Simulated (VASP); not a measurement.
Sn, 2 atoms in the cell. The structure is tetragonal, space group I4_1/amd (No. 141). Conventional cell: a = 5.839 Å, b = 5.839 Å, c = 3.188 Å, α = 90.00°, β = 90.00°, γ = 90.00°. Sn (site symmetry -4m2) is surrounded by 6 Sn at 3.03 to 3.19 Å. 

* Program: VASP 6.6.1
* Task: relaxation of cell and atoms
* Functional: LDA
* Potentials or basis: VASP PAW LDA potentials, release 64 (Sn_d)
* Cutoff: 600 eV
* k mesh: 16 × 16 × 16
* Occupations: methfessel-paxton, width 0.1 eV
* Spin: no spin polarisation
* Further INCAR settings: ALGO = Normal; EDIFF = 1e-06; IBRION = 2; EDIFFG = -0.01; NSW = 90; ISIF = 3

Potentials or basis: VASP PAW LDA potentials, release 64 (Sn_d).

Launch:

```bash
$ cat potpaw_LDA.64/Sn_d/POTCAR > POTCAR
$ mpirun -np 1 vasp_std > vasp.out
```

Hardware: 1 thread of Intel(R) Xeon(R) 6975P-C (Granite Rapids), on a shared host.

How long does it take, and how much memory?

Run time: 6.8 min on 1 thread of Intel(R) Xeon(R) 6975P-C (Granite Rapids), with other jobs on the host, peak memory 0.45 GiB. Counts: scf iterations 36, k points 349, ion steps 5.
